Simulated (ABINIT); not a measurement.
Runs of ABINIT 10.8.3 (patched build) on ZrB2. Symmetry: P6/mmm, No. 191, hexagonal system. The conventional cell has a = 3.170 Å, b = 3.170 Å, c = 3.533 Å, α = 90.00°, β = 90.00°, γ = 120.00°. Zr (site symmetry 6/mmm) is surrounded by 12 B at 2.54 Å. Around B (site symmetry -6m2) lie 3 B at 1.83 Å. 

```tsv
task	level	potentials or basis	k mesh	mesh quality	gap on the mesh (eV)	pressure (GPa)
band structure	HCTH407	JTH PAW PBE v2.0	10 × 10 × 8	not flagged	none	-7.4
single point	PBEsol	JTH PAW PBE v2.0	4 × 4 × 3	coarse	none	(a)
band structure	LDA-PZ	JTH PAW LDA v2.0	10 × 10 × 8	not flagged	none	-8.8
band structure	BLYP	JTH PAW PBE v2.0	10 × 10 × 8	not flagged	none	7.1
```

Alike in all rows: no spin polarisation; cell as given; cutoff (eV) 463; smearing fermi-dirac 0.05 eV.

**Question.** Fill in the values left out.

**Answer.** (a) -3.9.

Caveats: some runs use coarse meshes; the PAW data sets were made with another functional, which shifts forces and pressure a little (some runs).

A k mesh can miss the band edges, and the runs leave out spin-orbit coupling on Zr.

A gap of «none» marks a metal or a gap under the smearing width.

Not every run made on this cell is shown here.
